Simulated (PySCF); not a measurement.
Estimate the missing entries of this data sheet.

Compound: acetate ion, C2H3O2 (charge -1).
Bonds: C1–C2, C2–O3 (double), C2–O4. Hydrogens: H5, H6, H7 on C1.

```json
{"property": "rotational constants A, B, C", "level": "PBE0-D3(BJ)/def2-SVP", "value": "?"}
{"property": "HOMO energy", "level": "KT2/pcSseg-2", "value": "0.35 eV"}
{"property": "LUMO energy", "level": "KT2/pcSseg-2", "value": "?"}
{"property": "13C chemical shifts (computed TMS as zero) by class", "level": "GIAO KT2/pcSseg-2", "value": "?"}
{"property": "1H chemical shifts (computed TMS as zero) by class", "level": "GIAO KT2/pcSseg-2", "value": "1.46 (H5/H6/H7) ppm"}
{"property": "isotropic shieldings of nuclei other than C and H, by class", "level": "GIAO KT2/pcSseg-2", "value": "-5 (O3/O4) ppm"}
{"property": "largest of the computed one-bond spin–spin couplings (means over like bonds)", "level": "B3LYP/pcJ-1", "value": "13C–1H +126.8 (C1–H5 and 2 like it), 13C–13C +46.4 (C1–C2), 17O–13C +29.5 (O3–C2 and 1 like it) Hz"}
{"property": "core binding energies", "level": "ΔSCF SCAN, pcX-2 on the ionised atom, pcseg-1 elsewhere, spin-free X2C", "value": "?"}
```

The electronic properties come from PySCF, for the isolated species, density fitting. Geometry: PBE0-D3(BJ)/def2-SVP; no solvent or vibrations. The geometry's basis has no diffuse functions, a weakness for an anion. NMR classes are plain means over equivalent atoms (diastereotopic ones count apart unless rotation or inversion swaps them), as if these changed places fast; in this geometry the members of some classes differ. The HOMO energy is positive, so at this level the finite basis confines the outermost electrons. No diffuse functions stand in pcJ-1 and pcSseg-2, which bears on an anion's orbital energies.

What are the core binding energies?

C1s 285.5 (C1), C1s 287.6 (C2), O1s 530.4 (O3/O4) eV.

Give the 13C chemical shifts (computed TMS as zero) by class.

163.0 (C2), 23.8 (C1) ppm.

The LUMO energy?

4.31 eV.

What are the rotational constants A, B, C?

11.506, 9.990, 5.531 GHz.

With B = h/(8π²I), that is 505.379 GHz u Å² over I, the principal moments of inertia are 43.9, 50.6 and 91.4 u Å² (most abundant isotopes). The rotational constants make it an asymmetric top with κ = (2B − A − C)/(A − C) = 0.49, nearer the oblate limit (+1).

For the geometry optimisation (PBE0-D3(BJ)/def2-SVP), hardware: one thread of an Arm Neoverse V1 (shared host). Cost: 12 s of wall time, 0.29 GiB resident at most.
